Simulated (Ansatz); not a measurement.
FeO: equation of state with PBEsol

FeO:

```
CELL_PARAMETERS angstrom
2.68236 -1.52443 0.00000
2.68236 1.52443 0.00000
-0.23431 0.00000 5.26945
ATOMIC_POSITIONS crystal
Fe 0.00000 0.00000 0.50000
Fe 0.00000 0.00000 0.00000
O 0.33547 0.33547 0.74430
O 0.66453 0.66453 0.25570
```

The cell comes from a database or a generator and needn't be the stable form of this composition.

| Item | Value |
| --- | --- |
| Program | Ansatz 0.2.0 |
| Task | equation of state |
| Functional | PBEsol |
| Potentials or basis | all-electron LAPW, scalar-relativistic |
| Basis error allowed | 0.001 eV/atom |
| k mesh | 10 × 10 × 5 |
| Occupations | fermi-dirac, width 0.05 eV |
| Spin | collinear spin, ferromagnetic start |
| Starting moments | [3.0, 3.0, 0.0, 0.0] μB |

```yaml
Equilibrium_volume: "9.63 Å³/atom (rough: see the caveat)"
Bulk_modulus_at_fixed_shape_and_positions: 325 GPa (rough)
```

Energy against volume, from the lowest point:
```csv
volume (Å³/atom),energy (meV/atom)
10.127,0.00
10.343,19.88
10.558,43.28
10.774,69.78
10.989,98.99
11.205,127.32
11.420,157.62
```

All runs of the series together: 10 min on 4 threads of Arm Neoverse V1, on a shared host.

Caveat: the fit is doubtful: noisy points or a state that changes with volume; the minimum lies outside the volumes run; the cell was scaled at fixed shape and fractional positions, which overstates the stiffness of a crystal with free parameters, most of all of layers and chains; the starting moments weren't kept.
